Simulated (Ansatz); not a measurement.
## WS2 (2H monolayer): G0W0 under other settings

Aim: change settings of a G0W0 run on WS2 (2H monolayer) and see what moves.

Calculated with Ansatz 0.2.0; G0W0 on PBE, plane waves, PAW.

## (1) The starting structure

The cell holds 3 atoms: 1 W and 2 S. Cell: a = 3.188 Å, b = 3.188 Å, c = 29.500 Å, α = 90.0°, β = 90.0°, γ = 120.0°. Vacuum lies along c.

Coordinates:

```cif
data_structure
_symmetry_space_group_name_H-M 'P 1'
_symmetry_Int_Tables_number 1
_cell_length_a 3.1877
_cell_length_b 3.1877
_cell_length_c 29.5000
_cell_angle_alpha 90.000
_cell_angle_beta 90.000
_cell_angle_gamma 120.000
_cell_volume 259.60
loop_
_atom_site_label
_atom_site_type_symbol
_atom_site_fract_x
_atom_site_fract_y
_atom_site_fract_z
_atom_site_occupancy
W1 W 0.33333 0.66667 0.50000 1
S2 S 0.66667 0.33333 0.55327 1
S3 S 0.66667 0.33333 0.44673 1
```

The structure was relaxed with PBE. The runs that relaxed it are not among those shown. Spin-orbit coupling is left out unless a step names it. The default PAW set here is soft_2. Its files were made with PBE. The Coulomb interaction is cut off across the vacuum.

## (2) The base run: 12×12×1 mesh, 196 empty bands, screening to 48 eV

Now the one-shot GW correction: screening in the RPA, then the self-energy of the levels asked for.

The input, input.yaml:

```yaml
crystal:
  lattice:
    - [3.1876840329, 0.0, 0.0]
    - [-1.5938420165, 2.7606153518, 0.0]
    - [0.0, 0.0, 29.5]
  atoms:
    - { symbol: W, position: [0.3333333333, 0.6666666667, 0.5] }
    - { symbol: S, position: [0.6666666667, 0.3333333333, 0.5532708694] }
    - { symbol: S, position: [0.6666666667, 0.3333333333, 0.4467291306] }
  periodic: [true, true, false]
kpoints:
  mp_grid: { grid: [12, 12, 1] }
hamiltonian:
  xc: pbe
scf:
  occupations: { method: fixed }
gw:
  n_empty_bands: 196
  ecut_chi: 48.0
  qp_bands: [v2, c2]
  qp_kpoints: band_edges
  screening: { model: contour_deformation }
```

Launch:

```console
$ ansatz run input.yaml --threads 3 --pin off --max-ram 64512MiB --backend cuda --events-out ev --progress --plain --runs-dir out --devices 1 --max-vram 24GiB  # rebuilt from the run's record
```

Numbers of over 12 decimals in the logs are rounded to 6 here.

Log:

```text
GPUs: using 1 of 1 available (devices: 1).
Engine: ansatz 0.2.0, x86_64-unknown-linux-gnu
Pseudopotentials: kind: paw
Pseudopotential: W, paw, valence charge 14, recommended cutoff 420 eV (normal), W.paw.azcp
Pseudopotential: S, paw, valence charge 6, recommended cutoff 420 eV (normal), S.paw.azcp
Functional definition: PBE
  parameter kappa = 0.804
  parameter beta = 0.066725
  exchange = pbe_x(kappa = kappa, mu = beta*pi^2/3)
  correlation = pbe_c(beta = beta)
device memory: the entry about to start is reckoned to put 1.3 GiB on a device that reports 66.0 GiB free (of which the cap on the GPU budget leaves the run 24.0 GiB)
GPU FFT provider: cuFFT
GPU libraries: cuBLAS 13.8.2, cuFFT 12.4.0, cuSOLVER 12.3.4
Crystal: 3 atoms, lattice volume = 259.599 Å³
Basis set: ecut = 420 eV, 5127 PW (Γ)
Bands: 17, of which v1, the nominal top of the filled ones, is band 13 counted from 1 (12 counted from 0)
Symmetry: 12 space group operations
Space group: P-6m2 (ITA 187), of the structure as read, at distance tolerance 6.4e-5 Å
k-points: 19 of 144 (time reversal used)
Non-local potential: W, projectors of the file, l = 0: 3, l = 1: 2, l = 2: 2, l = 3: 1
Non-local potential: S, projectors of the file, l = 0: 2, l = 1: 2, l = 2: 2
PAW form: soft (Blöchl's): semilocal exchange-correlation on the pseudo side does not see the compensation charge
PAW one-centre angular grid: W, 590 points (default); XC on 64 Gauss nodes
PAW one-centre angular grid: S, 110 points (default); XC on 64 Gauss nodes
Initial density: superposition of atomic densities (neutral atoms: chi_scale 0, normalization atom), corrected by the library's trained network
Initial wavefunctions: pseudopotential atomic-orbital guess
GPU buffer pool allocated for 115200 grid points (all kernels)
GPU transforms: local potential and band sums: pruned to the plane-wave sphere, on 24×24×200
Functional: x = pbe(κ = 0.804, μ = 0.219515), c = pbe(β = 0.066725)
SCF iter   1: F=—  HF=-12191.429797 eV  |F-HF|=—  |Δ(HF+E_count)|=         —  Δρ=2.58e-3  dr2=2.08e-2  ethr=1.77e-3  ⟨swp⟩=7.4  Hψ=2213  notcnv=0  defer=32
preconditioner: auto → none  [insulator: Δε(μ)=1.802 eV  Ē_g=8.650 eV  n_scr=16 (ndim 8)  ℏωp=9.8 eV  f_vac=0.761  ε∞_Penn≈2.3]
SCF iter   2: F=—  HF=-12191.443531 eV  |F-HF|=—  |Δ(HF+E_count)|=   1.37e-2  Δρ=2.72e-3  dr2=6.19e-2  ethr=8.01e-5  ⟨swp⟩=5.1  Hψ=1078  notcnv=0  defer=38
SCF iter   3: F=—  HF=-12191.434900 eV  |F-HF|=—  |Δ(HF+E_count)|=   8.63e-3  Δρ=9.71e-4  dr2=1.45e-3  ethr=8.01e-5  ⟨swp⟩=4.2  Hψ=661  notcnv=0  defer=38
SCF iter   4: F=—  HF=-12191.436909 eV  |F-HF|=—  |Δ(HF+E_count)|=   2.01e-3  Δρ=2.31e-4  dr2=1.22e-4  ethr=5.59e-6  ⟨swp⟩=3.6  Hψ=786  notcnv=0  defer=38
[...]
Fermi energy:    -5.718958 eV
--- Per-component energies (eV) ---
  E_band       = -622.350881
  E_kinetic    = 664.959317
  E_local      = -42867.038007  (includes V_loc(G=0)·N_el)
  E_nonlocal   = 57.241449
  E_hartree    = 21035.889623
  E_xc         = -461.615468
  E_vxc        = -414.288125  (∫ρ·V_xc dr)
  E_paw        = -9763.054398  (= ΣΔE_a)
  E_vpaw       = -135.018400  (= ΣTr[D̂ρ^β])
  E_aug_tail   = -0.000060  (compensation charges beyond the density's cutoff)
  E_ewald      = 19142.180582
  E_smearing   = -0.000000  (= −TS)
  E_closure    = 0.000000  (closes the sum)
  Σ components = -12191.436960   (vs F -12191.436960, Δ=0.00e0)
--- Band table (eV; the first three rows and the last of 19) ---
  k-point 0: bands = [... 9 lower, -7.8158, -7.3328, -7.3328, -5.7570, -2.8461, -2.8461, -2.6981, -2.6981]
  k-point 1: bands = [... 9 lower, -8.2175, -7.5108, -7.1297, -5.8155, -2.9731, -2.9451, -2.7989, -2.6348]
  k-point 2: bands = [... 9 lower, -8.1395, -7.9264, -7.1165, -6.0785, -3.3635, -3.0171, -2.9306, -2.1490]
  k-point 18: bands = [... 9 lower, -9.5904, -8.9432, -8.0797, -5.7190, -3.9095, -2.3811, -1.7099, -0.2325]
--- G₀W₀: contour deformation, 6 samples at zero and on the imaginary axis and 3 off it, 144 q-points, 196 empty bands' worth ---
  eigenvalues of the whole cell's RPA ε∞ on this k-mesh (on a slab, of 1 + 4πα/V) = 1.1670, 3.6490, 3.6490; static W/v taken at q = 0 is 0.502183
  gw.qp_kpoints: band_edges: 15 of 19 stored k-points solved, in 1 pass; an edge of the gap read off the rows below is read off those points alone
    valence top: of the k-points left out ik 16 came nearest to being solved in a further pass, in band 13 (counted from 1, as in the quasiparticle table): it holds the edge there only if its correction is more favourable than any solved in that band by at least 0.592 eV; those differ by 0.203 eV
    conduction bottom: of the k-points left out ik 16 came nearest to being solved in a further pass, in band 14 (counted from 1, as in the quasiparticle table): it holds the edge there only if its correction is more favourable than any solved in that band by at least 0.534 eV; those differ by 0.165 eV
    ik  band        ε_KS         Σx   Σc(E_QP)       V_xc       Z   E_QP_lin       E_QP  E_QP is
     0    12     -7.3328   -20.1583     1.9078   -18.2261  0.7388    -7.3572    -7.3572  root
     0    13     -5.7570   -18.1975     0.9959   -17.1386  0.7428    -5.8201    -5.8200  root
     0    14     -2.8461   -13.6798    -3.6894   -18.3099  0.7429    -1.8795    -1.9054  root
     0    15     -2.8461   -13.6798    -3.6894   -18.3099  0.7429    -1.8795    -1.9054  root
     1    12     -7.1297   -18.9157     2.2112   -16.5361  0.7396    -7.2988    -7.2981  root
     1    13     -5.8155   -18.4269     1.0386   -17.3375  0.7420    -5.8663    -5.8662  root
     1    14     -2.9731   -13.4075    -3.4654   -17.7253  0.7358    -2.0977    -2.1207  root
     1    15     -2.9451   -13.6247    -3.7179   -18.2680  0.7465    -1.9956    -2.0198  root
[...]
18    12     -8.0797   -19.8196     2.9789   -16.6182  0.7076    -8.3039    -8.3022  root
    18    13     -5.7190   -18.7799     0.6325   -18.1780  0.7463    -5.6884    -5.6883  root
    18    14     -3.9095   -15.8481    -3.1382   -19.8382  0.7476    -3.0412    -3.0577  root
    18    15     -2.3811   -12.1772    -4.0398   -17.0795  0.7426    -1.4951    -1.5185  root
[key lines of the parts left out:]
SCF converged after 7 iterations
Free energy (F): -12191.436960 eV
```

Wall time 32 s (1 × NVIDIA H100 80GB HBM3 (shared by 3 runs) with 3 threads of AMD EPYC 7R13 (Zen 3), shared host); peak memory 1.6 GiB; 57 s of CPU time.

This step gave:

```
bands summed                                 : 209
plane waves in the screening matrix          : 183
q-points in the mesh                         : 144
G0W0 gap on the mesh                         : 2.631 eV
k of the valence top                         : 0.3333, 0.3333, 0
k of the conduction bottom                   : 0.3333, 0.3333, 0
starting gap on the mesh                     : 1.809 eV
Z at the valence top                         : 0.7463
Z at the conduction bottom                   : 0.7476
least direct G0W0 gap on the computed points : 2.631 eV
```

The gap on the mesh goes from 1.81 eV to 2.63 eV, a correction of +0.82 eV. Between the two edge states, bare exchange in place of the xc potential would open the gap by 4.59 eV, and correlation takes back 3.77 eV.

## (3) Variant: frequency model

Edit input.yaml of step 2 so:

```diff
@@ -21,2 +21,2 @@
   qp_kpoints: band_edges
-  screening: { model: contour_deformation }
+  screening: { model: godby_needs }
```

Log:

```text
GPUs: using 1 of 1 available (devices: 1).
[...]
GPU FFT provider: cuFFT
GPU libraries: cuBLAS 13.8.2, cuFFT 12.4.0, cuSOLVER 12.3.4
Crystal: 3 atoms, lattice volume = 259.599 Å³
Basis set: ecut = 420 eV, 5127 PW (Γ)
Bands: 17, of which v1, the nominal top of the filled ones, is band 13 counted from 1 (12 counted from 0)
[... 1 set-up line as in the run before ...]
[...]
k-points: 19 of 144 (time reversal used)
[...]
GPU buffer pool allocated for 115200 grid points (all kernels)
[...]
SCF iter   1: F=—  HF=-12191.429797 eV  |F-HF|=—  |Δ(HF+E_count)|=         —  Δρ=2.58e-3  dr2=2.08e-2  ethr=1.77e-3  ⟨swp⟩=7.4  Hψ=2213  notcnv=0  defer=32
[...]
SCF iter   7: F=-12191.436960 eV  HF=-12191.436960 eV  |F-HF|=2.32e-8  |Δ(HF+E_count)|=   6.73e-8  Δρ=3.04e-6  dr2=2.19e-8  ethr=3.85e-10  ⟨swp⟩=11.6  Hψ=2057  notcnv=0
SCF 1 converged in 7 iterations: F = -12191.436960 eV  dr2 = 2.19e-8
[...]
NSCF: frozen V_eff on 19 k-points, pencils in batches of 32, up to order 68
[...]
NSCF: frozen V_eff on 19 k-points
G₀W₀ screening: q 1/19
[... further progress lines ...]
SCF converged after 7 iterations
Free energy (F): -12191.436960 eV
[...]
Internal energy: -12191.436960 eV  (E = F + TS)
E sigma→0 (E₀):  -12191.436960 eV
Fermi energy:    -5.718958 eV
[...]
--- Band table (eV; the first three rows and the last of 19) ---
  k-point 0: bands = [... 9 lower, -7.8158, -7.3328, -7.3328, -5.7570, -2.8461, -2.8461, -2.6981, -2.6981]
  k-point 1: bands = [... 9 lower, -8.2175, -7.5108, -7.1297, -5.8155, -2.9731, -2.9451, -2.7989, -2.6348]
  k-point 2: bands = [... 9 lower, -8.1395, -7.9264, -7.1165, -6.0785, -3.3635, -3.0171, -2.9306, -2.1490]
  k-point 18: bands = [... 9 lower, -9.5904, -8.9432, -8.0797, -5.7190, -3.9095, -2.3811, -1.7099, -0.2325]
--- G₀W₀: ω_p = 31.1806 eV, 144 q-points, 196 empty bands' worth ---
[...]
GN-PPA: 2383714/5546049 pairs with Re ω̃² < 0 across q-mesh
[...]
0    12     -7.3328   -20.1583     1.8881   -18.2261  0.7834    -7.3769    -7.3769  root
     0    13     -5.7570   -18.1975     0.9499   -17.1386  0.7905    -5.8661    -5.8660  root
     0    14     -2.8461   -13.6798    -3.6247   -18.3099  0.7884    -1.8333    -1.8407  root
     0    15     -2.8461   -13.6798    -3.6247   -18.3099  0.7884    -1.8333    -1.8407  root
     1    12     -7.1297   -18.9157     2.1866   -16.5361  0.7836    -7.3230    -7.3226  root
     1    13     -5.8155   -18.4269     0.9940   -17.3375  0.7896    -5.9109    -5.9108  root
     1    14     -2.9731   -13.4075    -3.3806   -17.7253  0.7866    -2.0292    -2.0359  root
     1    15     -2.9451   -13.6247    -3.6645   -18.2680  0.7909    -1.9593    -1.9663  root
[...]
18    12     -8.0797   -19.8196     2.9162   -16.6182  0.7706    -8.3657    -8.3648  root
    18    13     -5.7190   -18.7799     0.5935   -18.1780  0.7886    -5.7273    -5.7273  root
    18    14     -3.9095   -15.8481    -3.0833   -19.8382  0.7933    -2.9980    -3.0028  root
    18    15     -2.3811   -12.1772    -3.9871   -17.0795  0.7937    -1.4590    -1.4659  root
```

Wall time 58 s (1 × NVIDIA H100 80GB HBM3 (shared by 3 runs) with 3 threads); peak memory 2 GiB; 2.1 min of CPU time.

The G0W0 gap on the mesh is 2.724 eV.

Against the base:

```
        setting                 base       variant
frequency model  contour deformation  plasmon pole
```

```
                                    quantity  variant   base
                    starting gap on the mesh    1.809  1.809
                        G0W0 gap on the mesh    2.724  2.631
least direct G0W0 gap on the computed points    2.724  2.631
                        Z at the valence top    0.789  0.746
                  Z at the conduction bottom    0.793  0.748
```

## (4) What came out

```json
{"base": "2.63 eV, 32 s", "frequency model": "2.72 eV, 58 s"}
```

Frequency model: the gap moves by +0.09 eV. All runs here use a coarse mesh and modest cutoffs; they test settings and are not final values. The many-body steps are scalar-relativistic: spin-orbit coupling is not in them.

[Paths, hosts, dates, memory and timing lines, banners, echoed tables and standing remarks are left out of the program output.]

[Logs are printed without paths, hosts, clocks, repeated set-up lines and the standing remarks that a program may print on its own settings, such as how far it seeks lower states.]

[Runs of the session that timed out or met a known fault of the program may be left out.]

[Cells called generated may have been cut or substituted from an entry of the Crystallography Open Database or the Materials Project.]

[Hosts, paths, dates, database ids (printed as entryN), source tags and the programs' standing remarks are cut or masked in the printed files.]
